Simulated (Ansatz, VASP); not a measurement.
## One calculation of InAs, two programs

```xyz
2
Lattice="0.0000 3.0546 3.0546 3.0546 0.0000 3.0546 3.0546 3.0546 0.0000" Properties=species:S:1:pos:R:3 pbc="T T T"
In    0.0000    0.0000    0.0000
As    1.5273    1.5273    1.5273
```

Alike in both runs: task single point; functional HSE06; k mesh 4 × 4 × 4; occupations fermi-dirac, width 0.02 eV; no spin polarisation.

```csv
,VASP,Ansatz
version,VASP 6.6.1,Ansatz 0.2.0
potentials or method,"VASP PAW PBE potentials, release 64 (In_d, As)",plane waves
plane-wave cutoff (eV),520,420
valence electrons in the cell,18,28
```

```tsv
	VASP	Ansatz	Ansatz less VASP
pressure (GPa)	0.0	0.1	+0.15
```

With one functional, cell and mesh, what is left measures potentials, basis and numerics. The two sets of potentials don't hold the same shells in valence. Ansatz warned: «exchange_mesh_not_taken_up».

Caveats: the k mesh is coarse (spacing up to 0.45 Å⁻¹), so the values aren't converged, least of all with exact exchange; the PAW data sets were made with another functional, which shifts forces and pressure a little (VASP).
